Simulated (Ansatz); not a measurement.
## MgO: the change of pressure with volume per atom

Periodic Kohn-Sham DFT of a crystal at fixed atoms; pressure and stress are positive in compression; the energy is the free energy less that of spherical unpolarised free atoms; site moments are those in the method's own spheres, positive along +z. The results are calculated, by Ansatz 0.2.0.

Cell of the first row (space group Fm-3m, No. 225):
```
cell vectors (Å)
   0.0000     2.0919     2.0919
   2.0919     0.0000     2.0919
   2.0919     2.0919     0.0000
atoms (fractions of the cell vectors)
Mg  0.00000  0.00000  0.00000
O   0.50000  0.50000  0.50000
```

Settings of every row: method frozen-core PAW; functional PBE; relativity scalar; k mesh 11x11x11; filling fermi-dirac; smearing width 0.01 eV; wave cutoff 420 eV; paw set soft_2.

Atom start moment: 0 on all atoms.

Limits: the cell was measured well above room temperature.

```csv
row,volume per atom (Å³),pressure (GPa)
1,9.155,8.209
2,9.539,?
3,9.734,-1.689
4,9.929,-4.39
5,10.318,-9.023
```

Question: what pressure should row 2 give?

Worked fit of pressure. Take u = (V_r/V)^(2/3) − 1 with V_r = 9.8315 Å³ an atom, which is twice the finite (Eulerian) strain; such expansions in the strain, on which the Birch-Murnaghan equation of state is built, carry the rest volume and the bulk modulus. The shown rows have u = 0.04868, 0.00667, -0.00656, -0.03169. Least squares give pressure = −3.0753 + 205.045 × u + 549.43 × u² GPa; a straight line predicts inner rows, each left out in turn, worse (root mean square 0.56 against 0.013 GPa). The rows lie off it by 0.001, -0.006, 0.007, -0.002 (root mean square 0.0047 GPa). The pressure vanishes at u = 0.0144, or V = 9.622 Å³ an atom, and there the bulk modulus at fixed shape and fractions is B = −V dP/dV = (2/3)(1 + u) dP/du = 149 GPa. The withheld row has u = 0.02034, so the fit gives −3.0753 + 205.045 × (0.02034) + 549.43 × (0.02034)² = 1.323 GPa.

The calculation gave 1.302 GPa. The fit lies 0.021 GPa (1.6 % of the value, 0.12 % of the column's range) above it; its largest miss of a shown row is 0.007 GPa.
